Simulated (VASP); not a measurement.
# From an Ansatz input to VASP: BeTe (strained zincblende)

Ansatz input

```yaml
crystal:
  lattice:
    - [0.0, 2.8286236224, 2.8286236224]
    - [2.7154786775, 0.0, 2.8286236224]
    - [2.7154786775, 2.8286236224, 0.0]
  atoms:
    - { symbol: Be, position: [0.0, 0.0, 0.0] }
    - { symbol: Te, position: [0.25, 0.25, 0.25] }
kpoints:
  mp_grid: { grid: [8, 8, 8] }
  band_path:
    path:
      - [0.0, 0.0, 0.0]
      - [-0.5, -0.5, 0.0]
      - [-0.375, -0.375, 0.25]
      - [-0.375, 0.0, 0.375]
      - [0.0, 0.0, 0.5]
      - [-0.5, -0.25, 0.25]
      - [0.0, 0.5, 0.5]
    npoints: 1
hamiltonian:
  xc: r2scan
scf:
  occupations: { method: fixed }
  n_extra_bands: 4
output:
  forces: true
  stress: true
  eigenvalues: true
```

Problem. Which VASP files do the same job?

Solution. 

INCAR

```
LCHARG = .FALSE.
LASPH = .TRUE.
NELM = 120
NBANDS = 11
NSW = 0
PREC = Accurate
IBRION = -1
LWAVE = .FALSE.
EDIFF = 1E-7
SIGMA = 0.01
ENCUT = 520
ALGO = Normal
METAGGA = R2SCAN
ISMEAR = 0
ISIF = 2
LREAL = .FALSE.
```

KPOINTS

```
KPOINTS created by Atomic Simulation Environment
0
Gamma
8 8 8
0 0 0
```

KPOINTS_OPT

```
special points
7
Reciprocal
0.0000000000 0.0000000000 0.0000000000 1
-0.5000000000 -0.5000000000 0.0000000000 1
-0.3750000000 -0.3750000000 0.2500000000 1
-0.3750000000 0.0000000000 0.3750000000 1
0.0000000000 0.0000000000 0.5000000000 1
-0.5000000000 -0.2500000000 0.2500000000 1
0.0000000000 0.5000000000 0.5000000000 1
```

POSCAR

```
Be Te
 1.0000000000000000
     0.0000000000000000    2.8286236223999999    2.8286236223999999
     2.7154786775000002    0.0000000000000000    2.8286236223999999
     2.7154786775000002    2.8286236223999999    0.0000000000000000
 Be  Te
   1   1
Cartesian
  0.0000000000000000  0.0000000000000000  0.0000000000000000
  1.3577393387499999  1.4143118111999997  1.4143118111999997
```

VASP ran with the recommended PBE PAW datasets (8 valence electrons in the cell). Other inputs would serve too.

```json
{"": "gap between bands v and c", "Ansatz": "1.94 eV", "VASP": "1.93 eV"}
{"": "least direct gap", "Ansatz": "3.81 eV", "VASP": "3.80 eV"}
{"": "pressure", "Ansatz": "2.6 GPa", "VASP": "2.8 GPa"}
```

Each program uses its own PAW datasets. VASP's cell holds 8 valence electrons and Ansatz's 18. Ansatz's stress includes a Pulay correction; VASP's doesn't.
